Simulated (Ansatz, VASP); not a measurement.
NiO: VASP beside Ansatz

```
Ni O
1.0
     0.00000    2.28355    2.28355
     2.28355    0.00000    2.28355
     2.28355    2.28355    0.00000
Ni O
1 1
Cartesian
  0.0000 0.0000 0.0000
  1.1418 1.1418 1.1418
```

Alike in both runs: task single point; functional PBE; k mesh 7 × 7 × 7; occupations gaussian, width 0.05 eV; collinear spin.

|  | VASP | Ansatz |
| --- | --- | --- |
| version | VASP 6.6.1 | Ansatz 0.2.0 |
| potentials or method | VASP PAW PBE potentials, release 64 (Ni, O) | scalar-relativistic, plane waves, PAW |
| plane-wave cutoff (eV) | 520 | 420 |
| valence electrons in the cell | 16 | 24 |

|  | VASP | Ansatz | Ansatz less VASP |
| --- | --- | --- | --- |
| gap on the k mesh at the Fermi level (eV) | none | none | - |
| pressure (GPa) | -7.1 | -7.3 | -0.22 |
| net moment per atom (μB) | 0.99 | 1.00 | +0.003 |
| size of the moment on the site where the two differ most (μB) | 1.55 | 1.51 | -0.035 |

Site moments also hang on the region over which each program counts them. A gap of «none» marks a metal or a gap that the smearing closes. The functional is the same, so the differences come from potentials, cutoffs and numerics. The two sets of potentials don't hold the same shells in valence.

Caveats: a cell with one magnetic atom can't hold antiferromagnetic order, which such compounds often take; semilocal functionals often make such compounds metallic where correlation or magnetic order opens a gap, which also shifts bond lengths.
